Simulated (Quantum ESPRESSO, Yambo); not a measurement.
An input for Yambo 5.3.0 (AlP (F-43m)):

```
HF_and_locXC
gw0
dyson
ppa
em1d
rim_cut
RandQpts= 1000000
RandGvec= 1 RL
EXXRLvcs= 36 Ry
VXCRLvcs= 144 Ry
Chimod= "HARTREE"
% BndsRnXp
 1 | 104 |
%
NGsBlkXp= 13 Ry
% LongDrXp
 1 | 1 | 1 |
%
% GbndRnge
 1 | 104 |
%
DysSolver= "n"
ExtendOut
PPAPntXp= 50 eV
% QPkrange
 1 | 1 | 3 | 6 |
 21 | 21 | 3 | 6 |
%
```

```sh
OMP_NUM_THREADS=1 mpirun -n 4 yambo -F gw6.in -J gw6 -C gw6 > gw6.log
```

The stored states that it reads are on a 8×8×8 mesh. Symmetry: F-43m, No. 216, cubic system. Conventional cell: a = 5.473 Å, b = 5.473 Å, c = 5.473 Å, α = 90.00°, β = 90.00°, γ = 90.00°. Nearest to Al lie 4 P at 2.37 Å. Nearest to P lie 4 Al at 2.37 Å. Farther neighbours are not listed.

Q: Estimate wall time and host memory on 4 MPI ranks of Arm Neoverse V1, shared host.

It took 9.7 min; on shared hardware allow 4.8 min to 19 min. Peak host memory was 1.4 GiB.

The screening grows as filled bands × empty bands × pairs of k points, times the square of the screening basis for the matrix.

[Paths, hosts, dates, memory and timing lines, banners, echoed tables and standing remarks are left out of the program output.]

[Logs are printed without paths, hosts, clocks, repeated set-up lines and the standing remarks that a program may print on its own settings, such as how far it seeks lower states.]

[Runs of the session that timed out or met a known fault of the program may be left out.]

[Hosts, paths, dates, database ids (printed as entryN), source tags and the programs' standing remarks are cut or masked in the printed files.]
